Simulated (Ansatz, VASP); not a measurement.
# Zn12BPt12 in two plane-wave programs, part 2 of 2

One calculation is typed for both programs; each brings its own data sets and cutoff. How far apart do they land? The structure shown is the end of the VASP relaxation below.

VASP 6.6.1 and Ansatz 0.2.0.

So far: Starting point; VASP: relaxation, PBEsol.

### Step 3. Ansatz: single point, PBEsol

Level of this step: Ansatz beside VASP: Kohn-Sham DFT, plane waves, PBEsol (Ansatz).

Ansatz runs on its default PAW (the set named soft_2) files.

The same cell, functional, mesh and smearing now go to Ansatz, which takes its cutoff from its data sets.

The input, input.yaml:

```yaml
crystal:
  lattice:
    - [5.66748635, 2.83374317, 0.0]
    - [0.0, 8.50122952, 0.0]
    - [0.0, 0.0, 6.94651666]
  atoms:
    - { symbol: Pt, position: [0.99905901, 0.99683049, 0.00097] }
    - { symbol: Pt, position: [0.99936176, 0.99653876, 0.49732106] }
    - { symbol: Pt, position: [0.00206762, 0.33195524, 0.96651348] }
    - { symbol: Pt, position: [0.0013622, 0.33175082, 0.52837666] }
    - { symbol: Pt, position: [0.00358136, 0.66638654, 0.99895439] }
    - { symbol: Pt, position: [0.00350278, 0.66639544, 0.49812989] }
    - { symbol: Pt, position: [0.49821274, 0.16282671, 0.99361947] }
    - { symbol: Pt, position: [0.49804889, 0.16281518, 0.50414368] }
    - { symbol: Pt, position: [0.50415703, 0.49907276, 0.99762618] }
    - { symbol: Pt, position: [0.5038, 0.49924753, 0.49893812] }
    - { symbol: Pt, position: [0.50146302, 0.83115725, 0.99535373] }
    - { symbol: Pt, position: [0.50147201, 0.83106668, 0.5019636] }
    - { symbol: Zn, position: [0.27000776, 0.06207938, 0.24888009] }
    - { symbol: Zn, position: [0.25617443, 0.0696733, 0.74852819] }
    - { symbol: Zn, position: [0.26693252, 0.42023252, 0.24863976] }
    - { symbol: Zn, position: [0.26242893, 0.42026296, 0.74830681] }
    - { symbol: Zn, position: [0.2524833, 0.74756498, 0.24874828] }
    - { symbol: Zn, position: [0.25078482, 0.74863562, 0.74897461] }
    - { symbol: Zn, position: [0.72896926, 0.23994087, 0.24902196] }
    - { symbol: Zn, position: [0.74204954, 0.24358493, 0.74856351] }
    - { symbol: Zn, position: [0.73476941, 0.60080132, 0.24865676] }
    - { symbol: Zn, position: [0.7437315, 0.59210436, 0.7483798] }
    - { symbol: Zn, position: [0.74945404, 0.91478292, 0.24882166] }
    - { symbol: Zn, position: [0.75294499, 0.91320762, 0.74883248] }
    - { symbol: B, position: [0.99741247, 0.32943995, 0.24745834] }
hamiltonian:
  xc: pbesol
  pseudopotentials: { kind: paw }
kpoints:
  mp_grid: { grid: [3, 3, 3] }
scf:
  occupations: { method: methfessel_paxton, width: 0.15 }
  n_extra_bands: 10
output:
  forces: true
  eigenvalues: true
```

Run with:

```sh
$ ansatz run input.yaml --threads 8 --pin off --max-ram 18432MiB --backend cpu --events-out ev --progress --plain --runs-dir out
```

Numbers of over 12 decimals in the logs are rounded to 6 here.

Log:

```text
scf.n_extra_bands = 10 over 182 filled bands (N_el = 363.0): the run solves 192 bands
Engine: ansatz 0.2.0, aarch64-unknown-linux-gnu
Pseudopotentials: kind: paw
Pseudopotential: Pt, paw, valence charge 18, recommended cutoff 420 eV (normal), Pt.paw.azcp
Pseudopotential: Zn, paw, valence charge 12, recommended cutoff 420 eV (normal), Zn.paw.azcp
Pseudopotential: B, paw, valence charge 3, recommended cutoff 420 eV (normal), B.paw.azcp
Functional definition: PBEsol
  exchange = pbesol_x
  correlation = pbesol_c
Crystal: 25 atoms, lattice volume = 334.687 Å³
Basis set: ecut = 420 eV, 6587 PW (Γ), exchange–correlation on 90×120×96 points (8 copies of the dense FFT grid, shifted against one another)
Bands: 192, of which v1, the nominal top of the filled ones, is band 182 counted from 1 (181 counted from 0)
Symmetry: 1 space group operations
Space group: P1 (ITA 1), of the structure as read, at distance tolerance 6.9e-5 Å
k-points: 14 of 27 (time reversal used)
Non-local potential: Pt, projectors of the file, l = 0: 3, l = 1: 2, l = 2: 2, l = 3: 1
Non-local potential: Zn, projectors of the file, l = 0: 2, l = 1: 2, l = 2: 3, l = 3: 1
Non-local potential: B, projectors of the file, l = 0: 2, l = 1: 2, l = 2: 1
PAW form: soft (Blöchl's): semilocal exchange-correlation on the pseudo side does not see the compensation charge
PAW frozen core: Pt, regenerated for the run's functional, and the local potential with it (the file was generated under x = pbe(κ = 0.804, μ = 0.219515), c = pbe(β = 0.066725))
PAW frozen core: Zn, regenerated for the run's functional, and the local potential with it (the file was generated under x = pbe(κ = 0.804, μ = 0.219515), c = pbe(β = 0.066725))
PAW frozen core: B, regenerated for the run's functional, and the local potential with it (the file was generated under x = pbe(κ = 0.804, μ = 0.219515), c = pbe(β = 0.066725))
PAW one-centre angular grid: Pt, 590 points (default); XC on 64 Gauss nodes
PAW one-centre angular grid: Zn, 590 points (default); XC on 64 Gauss nodes
PAW one-centre angular grid: B, 110 points (default); XC on 64 Gauss nodes
Initial density: superposition of atomic densities (neutral atoms: chi_scale 0, normalization atom), corrected by the library's trained network
Initial wavefunctions: pseudopotential atomic-orbital guess
Functional: x = pbesol(κ = 0.804, μ = 0.123457), c = pbesol(β = 0.046)
SCF iter   1: F=—  HF=-188140.696552 eV  |F-HF|=—  |Δ(HF+E_count)|=         —  Δρ=9.25e-3  dr2=3.58e-1  ethr=1.77e-3  ⟨swp⟩=5.1  Hψ=9721  notcnv=0
preconditioner: auto → Kerker (q_TF=auto, 2.765 Å⁻¹)  [metal: Δε(μ)=0.086 eV  Ē_g=7.092 eV  σ=0.150 eV  W_gap=0.46  n_scr=118 (ndim 8)  ℏωp=33.2 eV  f_vac=0.000  D(μ)=3.73/eV (n_scr^D=16)]
SCF iter   2: F=—  HF=-188140.630818 eV  |F-HF|=—  |Δ(HF+E_count)|=   6.57e-2  S|Δr|=    0.00e0  Δρ=3.96e-3  dr2=8.95e-2  ethr=9.86e-5  ⟨swp⟩=2.0  Hψ=5269  notcnv=0  defer=1
SCF iter   3: F=—  HF=-188140.614094 eV  |F-HF|=—  |Δ(HF+E_count)|=   1.67e-2  S|Δr|=    0.00e0  Δρ=1.84e-3  dr2=1.67e-2  ethr=2.47e-5  ⟨swp⟩=2.0  Hψ=4516  notcnv=0  defer=1
SCF iter   4: F=—  HF=-188140.610467 eV  |F-HF|=—  |Δ(HF+E_count)|=   3.63e-3  S|Δr|=    0.00e0  Δρ=7.82e-4  dr2=3.98e-3  ethr=4.60e-6  ⟨swp⟩=2.0  Hψ=4483  notcnv=0  defer=1
SCF iter   5: F=—  HF=-188140.609410 eV  |F-HF|=—  |Δ(HF+E_count)|=   1.06e-3  S|Δr|=    0.00e0  Δρ=2.80e-4  dr2=6.08e-4  ethr=1.10e-6  ⟨swp⟩=2.0  Hψ=4515  notcnv=0  defer=1
SCF iter   6: F=—  HF=-188140.609270 eV  |F-HF|=—  |Δ(HF+E_count)|=   1.40e-4  S|Δr|=    0.00e0  Δρ=1.31e-4  dr2=9.63e-5  ethr=1.67e-7  ⟨swp⟩=2.0  Hψ=4518  notcnv=0  defer=1
SCF iter   7: F=—  HF=-188140.609732 eV  |F-HF|=—  |Δ(HF+E_count)|=   4.62e-4  S|Δr|=    0.00e0  Δρ=4.88e-5  dr2=8.87e-6  ethr=2.65e-8  ⟨swp⟩=2.0  Hψ=4526  notcnv=0  defer=1
SCF iter   8: F=—  HF=-188140.609731 eV  |F-HF|=—  |Δ(HF+E_count)|=   1.93e-6  S|Δr|=    0.00e0  Δρ=3.55e-5  dr2=2.94e-6  ethr=2.44e-9  ⟨swp⟩=2.0  Hψ=4560  notcnv=0  defer=1
SCF iter   9: F=—  HF=-188140.609730 eV  |F-HF|=—  |Δ(HF+E_count)|=   9.62e-7  S|Δr|=    0.00e0  Δρ=1.27e-5  dr2=5.45e-7  ethr=8.09e-10  ⟨swp⟩=2.0  Hψ=3855  notcnv=0  defer=1
SCF iter  10: F=-188140.609729 eV  HF=-188140.609729 eV  |F-HF|=5.31e-8  |Δ(HF+E_count)|=   1.23e-7  S|Δr|=    0.00e0  Δρ=2.79e-6  dr2=5.79e-8  ethr=2.75e-11  ⟨swp⟩=7.0  Hψ=12721  notcnv=0
SCF 1 converged in 10 iterations: F = -188140.609729 eV  dr2 = 5.79e-8
  greatest PAW one-centre occupation: 1.000 electrons in one spin orbital (limit 2), on the Pt atom at site 2 (counted from 0), in its partial waves of l = 0
SCF converged after 10 iterations
Stability not checked: this state was not tested for a lower state beside it, because cold or Methfessel-Paxton smearing, or corrected tetrahedra, fill the levels in a way that the test cannot read (fill_not_monotonic; see scf.lower_state_search)
Free energy (F): -188140.609729 eV
Harris-Foulkes:  -188140.609729 eV  (|F-HF|=5.31e-8)
Internal energy: -188140.613228 eV  (E = F + TS)
E sigma→0 (E₀):  -188140.610604 eV
Entropy (-TS):   0.003498 eV (0.140 meV/atom)
Fermi energy:    19.036727 eV
--- Per-component energies (eV) ---
  E_band       = -746.110636
  E_kinetic    = 9326.159944
  E_local      = -35215.412143  (includes V_loc(G=0)·N_el)
  E_nonlocal   = 9809.671254
  E_hartree    = 13943.161762
  E_xc         = -4814.026621
  E_vxc        = -4336.425880  (∫ρ·V_xc dr)
  E_paw        = -133343.753306  (= ΣΔE_a)
  E_vpaw       = -8216.433708  (= ΣTr[D̂ρ^β])
  E_aug_tail   = -0.001925  (compensation charges beyond the density's cutoff)
  E_ewald      = -47859.438936
  E_core_change = 13.026744  (= ΣΔE_core)
  E_smearing   = 0.003498  (= −TS)
  E_closure    = -0.000000  (closes the sum)
  Σ components = -188140.609729   (vs F -188140.609729, Δ=0.00e0)
--- Forces (eV/Å), atoms counted from 1 ---
  atom   1  Pt     0.00744120     0.00468244    -0.01675052
  atom   2  Pt    -0.00967445    -0.00818018    -0.00596402
  atom   3  Pt    -0.02435169    -0.02463876     0.07909165
  atom   4  Pt     0.01001245    -0.00160276    -0.02209007
  atom   5  Pt    -0.00859744    -0.00778281     0.02221176
  atom   6  Pt    -0.00903820    -0.00958105    -0.00620485
  atom   7  Pt     0.00456208     0.00307941     0.03367215
  atom   8  Pt     0.01159170    -0.00092714    -0.04725703
  atom   9  Pt     0.00162560    -0.00489052     0.02013807
  atom  10  Pt     0.00029010    -0.00404776     0.02384557
  atom  11  Pt    -0.00919076    -0.01359211     0.01739135
  atom  12  Pt    -0.00931694    -0.00871714    -0.01090648
  atom  13  Zn     0.00885641     0.00413215    -0.00244483
  atom  14  Zn     0.00677798     0.01215898     0.00194693
  atom  15  Zn     0.01484128     0.01793051    -0.00762854
  atom  16  Zn    -0.01453603     0.00052068    -0.00908478
  atom  17  Zn    -0.01217123     0.00434631    -0.01193350
  atom  18  Zn     0.01090223     0.00002726    -0.01136209
  atom  19  Zn     0.01078633     0.00449942    -0.00340016
  atom  20  Zn    -0.01552953    -0.00021310    -0.00187066
  atom  21  Zn     0.00495535    -0.00479611    -0.00550406
  atom  22  Zn    -0.00124638    -0.00865487    -0.00584830
  atom  23  Zn     0.00710481     0.01264344    -0.00259804
  atom  24  Zn     0.01069701     0.01068647    -0.00281051
  atom  25  B      0.00320836     0.02291714    -0.02464010
  max |Σ_I F_I| component: 1.06e-6 eV/Å
--- Band table (eV; the first three rows and the last of 14) ---
  k-point 0: bands = [... 178 lower, 17.8031, 17.9738, 18.1655, 18.3966, 18.7726, 19.2407, 19.4695, 19.7867, ... 6 higher]
  k-point 1: bands = [... 178 lower, 17.7656, 17.8305, 17.9043, 18.7114, 19.3853, 19.8165, 19.8879, 20.0078, ... 6 higher]
  k-point 2: bands = [... 178 lower, 18.0171, 18.3395, 18.8176, 18.9415, 19.4298, 19.7368, 19.7474, 19.9029, ... 6 higher]
  k-point 13: bands = [... 178 lower, 18.4431, 18.7457, 19.0949, 19.4445, 19.5131, 19.7230, 19.9740, 20.0507, ... 6 higher]
```

Run time: 42 s. Hardware: 8 threads of Arm Neoverse N1, shared host; peak memory 2.9 GiB; 5.5 min of CPU time.

The column dr2 measures how far the density is from self-consistency, as an energy; F and HF (Harris–Foulkes) agree once it is small.

### Step 4. Comparison

Known differences besides the potentials themselves: the data sets hold 363 valence electrons in Ansatz (default PAW (the set named soft_2) files) and 267 in VASP; the cutoff is 420 eV in Ansatz and 320 eV in VASP (PREC = Normal, projectors in real space); Ansatz makes its cores anew for this functional, VASP keeps those of its PBE data sets; VASP leaves aspherical gradient terms in its spheres out (LASPH is not set), Ansatz keeps them. Total energies have different zeros and are not compared.

At this near-relaxed geometry the largest component of a force difference is 69 meV/Å. VASP's last cycles still show a density residual of 2e-03, so its state may not be settled.

### Step 5. Further runs

Further runs change the set-up of one program: Ansatz's method, potentials or start, or VASP's data sets, cutoff or form of LDA. The table gives Ansatz less VASP for each quantity, since a change that brings one quantity closer may part another.

| run | r.m.s. force difference (meV/Å) |
| --- | --- |
| as above | 14 |
| cores kept as stored | 13 |
| Ansatz's larger PAW set (cutoff 900 eV) | 14 |

### Step 6. What came out

```
r.m.s. force difference (single point, PBEsol) : 14 meV/Å
```

**Reading.** The r.m.s. force difference is 14 meV/Å (single point, PBEsol), beyond the 12 meV/Å picked in this series as the mark of a large difference. For single point, PBEsol, no further run moves any of the tabulated differences by more than a quarter of its size. 1 further run of this series is not shown here. Such differences can come from data sets, numerical settings and the points named under the comparisons, not from the functional's error against experiment.

[Lines on the potential files, build, host, timing and source positions are cut from VASP's logs without a mark.]

[Logs are printed without paths, hosts, clocks, repeated set-up lines and the standing remarks that a program may print on its own settings, such as how far it seeks lower states.]

[Hosts, paths, dates, database ids (printed as entryN), source tags and the programs' standing remarks are cut or masked in the printed files.]
